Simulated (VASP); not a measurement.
# Pt: convergence, self-consistent run

Pt, P1 (no. 1), 27 atoms in the cell. PBEsol; PAW potentials Pt (PBE set). VASP 6.6.1.

Wanted: energy within 2 meV/atom; forces within 0.01 eV/Å.

What the run is for: forces in a large cell; Accuracy asked: standard; Cell repeated: 3 × 3 × 3.

POSCAR:
```
Pt
1.0
    0.0000000000      5.8827000000      5.8827000000
    5.8827000000      0.0000000000      5.8827000000
    5.8827000000      5.8827000000      0.0000000000
Pt
27
Direct
    0.0013060000      0.0022680000      0.0034950000
    0.0031030000      0.0034600000      0.3317480000
    0.0058600000      0.0003580000      0.6630760000
   -0.0000750000      0.3351100000     -0.0047880000
   -0.0013490000      0.3381380000      0.3352560000
   -0.0017020000      0.3320810000      0.6696250000
    0.0043700000      0.6654510000     -0.0060480000
    0.0048280000      0.6673430000      0.3316990000
   -0.0019900000      0.6693520000      0.6645030000
    0.3362750000     -0.0020550000      0.0010320000
    0.3274000000      0.0029800000      0.3329650000
    0.3334250000     -0.0022910000      0.6678900000
    0.3266180000      0.3413680000     -0.0036680000
    0.3304980000      0.3259150000      0.3318190000
    0.3314270000      0.3392500000      0.6647880000
    0.3375200000      0.6750770000     -0.0078990000
    0.3274730000      0.6626670000      0.3401630000
    0.3306430000      0.6613050000      0.6713020000
    0.6727640000     -0.0042040000     -0.0036690000
    0.6665870000     -0.0065850000      0.3335490000
    0.6710840000     -0.0067580000      0.6705590000
    0.6707880000      0.3361130000      0.0007260000
    0.6678670000      0.3321950000      0.3321460000
    0.6630690000      0.3364370000      0.6686020000
    0.6785800000      0.6649480000     -0.0095910000
    0.6596220000      0.6667920000      0.3401540000
    0.6661810000      0.6592720000      0.6666050000
```

The series start from Plane-wave cutoff (eV): 260; Projection operators (LREAL): Auto, ROPT -0.00025; Precision mode (PREC): Normal; Electronic threshold (eV): 1e-5; Parallel layout: defaults; Electronic algorithm: ALGO=Normal; Bands a block (NSIM): NSIM=4; Data layout and linear algebra: defaults. Each series keeps the choices made before it, and each single choice may use up half of a tolerance.

## Plane-wave cutoff (eV)

| Plane-wave cutoff (eV) | Energy less reference (meV/atom) | Forces, largest deviation (eV/Å) | SCF iterations | Time (s) |
|---|---|---|---|---|
| 210 | 18.2 | 0.041 | 17 | 31 |
| 230 | 3.3 | 0.026 | 17 | 30 |
| 260 | -12.4 | 0.008 | 17 | 76 |
| 300 | -7.4 | 0.008 | 17 | 46 |
| 370 (reference) | 0.0 | 0.000 | 17 | 58 |

Chosen: 370; the next looser run is off by more than half of the tolerance, so convergence isn't shown beyond this value.

## Projection operators (LREAL)

| Projection operators (LREAL) | Energy less reference (meV/atom) | Forces, largest deviation (eV/Å) | SCF iterations | Time (s) |
|---|---|---|---|---|
| Auto, ROPT -0.005 | -11.7 | 0.011 | 17 | 46 |
| Auto, ROPT -0.002 | -5.0 | 0.029 | 17 | 48 |
| Auto, ROPT -0.001 | -1.6 | 0.013 | 17 | 50 |
| Auto, ROPT -0.0005 | -0.2 | 0.004 | 17 | 56 |
| Auto, ROPT -0.00025 | -0.2 | 0.001 | 17 | 58 |
| Auto, ROPT -0.0001 | -0.4 | 0.001 | 17 | 95 |
| False (reference) | 0.0 | 0.000 | 17 | 71 |

Chosen: Auto, ROPT -0.0005, the loosest value from which every tighter one stays within half of the tolerance.

## Precision mode (PREC)

| Precision mode (PREC) | Energy less reference (meV/atom) | Forces, largest deviation (eV/Å) | SCF iterations | Time (s) |
|---|---|---|---|---|
| SingleN | -0.7 | 0.008 | 17 | 102 |
| Normal | 0.0 | 0.006 | 17 | 56 |
| Accurate (reference) | 0.0 | 0.000 | 17 | 209 |

Chosen: Accurate; the one before it in the list is off by more than half of the tolerance.

## Electronic threshold (eV)

| Electronic threshold (eV) | Energy less reference (meV/atom) | Forces, largest deviation (eV/Å) | SCF iterations | Time (s) |
|---|---|---|---|---|
| 0.001 | 0.0 | 0.002 | 13 | 132 |
| 0.0001 | 0.0 | 0.001 | 13 | 220 |
| 1e-5 | 0.0 | 0.000 | 17 | 209 |
| 1e-6 | 0.0 | 0.000 | 19 | 262 |
| 1e-7 (reference) | 0.0 | 0.000 | 22 | 302 |

Chosen: 0.001.

## Parallel layout

| Parallel layout | Energy less reference (meV/atom) | Forces, largest deviation (eV/Å) | SCF iterations | Time (s) |
|---|---|---|---|---|
| defaults | 0.0 | 0.000 | 13 | 132 |
| NCORE=2 | 0.0 | 0.000 | 13 | 158 |
| NCORE=4 | 0.0 | 0.000 | 13 | 139 |
| NCORE=8 | 0.0 | 0.000 | 13 | 133 |
| KPAR=2 | 0.0 | 0.000 | 13 | 196 |
| KPAR=2 NCORE=2 | 0.0 | 0.000 | 13 | 150 |
| KPAR=4 | 0.0 | 0.000 | 13 | 182 |
| KPAR=4 NCORE=2 | 0.0 | 0.000 | 13 | 166 |
| KPAR=8 | 0.0 | 0.000 | 13 | 191 |
| NPAR=2 | 0.0 | 0.000 | 13 | 123 |

Chosen: defaults; no other choice that stays within half of the tolerance saves 30 % of the time.

## Electronic algorithm

| Electronic algorithm | Energy less reference (meV/atom) | Forces, largest deviation (eV/Å) | SCF iterations | Time (s) |
|---|---|---|---|---|
| ALGO=Normal | 0.0 | 0.000 | 13 | 132 |
| ALGO=Fast | 0.0 | 0.003 | 13 | 157 |
| ALGO=VeryFast | 0.0 | 0.003 | 19 | 204 |
| ALGO=All ISEARCH=1 | 0.0 | 0.034 | 15 | 152 |

Chosen: ALGO=Normal.

## Bands a block (NSIM)

| Bands a block (NSIM) | Energy less reference (meV/atom) | Forces, largest deviation (eV/Å) | SCF iterations | Time (s) |
|---|---|---|---|---|
| NSIM=4 | 0.0 | 0.000 | 13 | 132 |
| NSIM=1 | 0.0 | 0.000 | 13 | 135 |
| NSIM=2 | 0.0 | 0.000 | 13 | 120 |
| NSIM=8 | 0.0 | 0.000 | 13 | 110 |
| NSIM=16 | 0.0 | 0.001 | 13 | 124 |

Chosen: NSIM=4.

## Data layout and linear algebra

| Data layout and linear algebra | Energy less reference (meV/atom) | Forces, largest deviation (eV/Å) | SCF iterations | Time (s) |
|---|---|---|---|---|
| defaults | 0.0 | 0.000 | 13 | 132 |
| LPLANE=False | 0.0 | 0.000 | 13 | 119 |
| LSCALAPACK=False | 0.0 | 0.000 | 13 | 121 |
| LSCALU=True | 0.0 | 0.000 | 13 | 121 |

Chosen: defaults.

## All choices together

| Input | Energy less reference (meV/atom) | Forces, largest deviation (eV/Å) | Time (s) |
|---|---|---|---|
| the program's defaults (naive) | 5.1 | 0.026 | 26 |
| chosen settings | -0.3 | 0.004 | 132 |
| reference settings throughout | 0.0 | 0.000 | 131 |

The chosen settings stay within the tolerance of the reference run, but the reference itself isn't shown to be converged in: Plane-wave cutoff (eV).

## The input

INCAR:
```
SYSTEM = Pt
GGA      = PS             ! functional
ISMEAR   = 1              ! smearing method
SIGMA    = 0.1            ! smearing width, eV
LWAVE    = .FALSE.        ! write WAVECAR
LCHARG   = .FALSE.        ! write CHGCAR
ISIF     = 2              ! what is computed and relaxed
ISYM     = 0            
PREC     = Accurate       ! precision mode
LASPH    = .TRUE.         ! aspherical terms in the spheres
LREAL    = Auto         
ALGO     = Normal         ! electronic algorithm
EDIFF    = 0.001          ! SCF threshold, eV
NELM     = 120            ! most SCF steps
GGA_COMPAT= .FALSE.      
ENCUT    = 370            ! plane-wave cutoff, eV
ROPT     = -0.0005      
NSIM     = 4             
```

KPOINTS:
```
k-points
0
Gamma
  3 3 3
```

Commands:
```
cat potpaw_PBE.64/Pt/POTCAR > POTCAR
mpirun -np 8 vasp_std > vasp.out
```

Limits: Only the k mesh 3 × 3 × 3 was run, so its error is untested.

The chosen input took VASP 6.6.1 132 s on 8 cores (Intel Xeon 6975P-C (Granite Rapids)), a shared host.

## An input that fails: Gamma-only program on a mesh of k points

VASP's message: You are using the Gamma-point-only version with more than one k-point or some other non-Gamma k-point.

k mesh: 3 × 3 × 3 becomes 2 × 2 × 2.

Changes against the starting input:
```
- NELM = 120
+ NELM = 52
- vasp_std
+ vasp_gam
(KPOINTS)
-k-points
+Automatic mesh
-  3 3 3
+  2 2 2
+  0 0 0
```
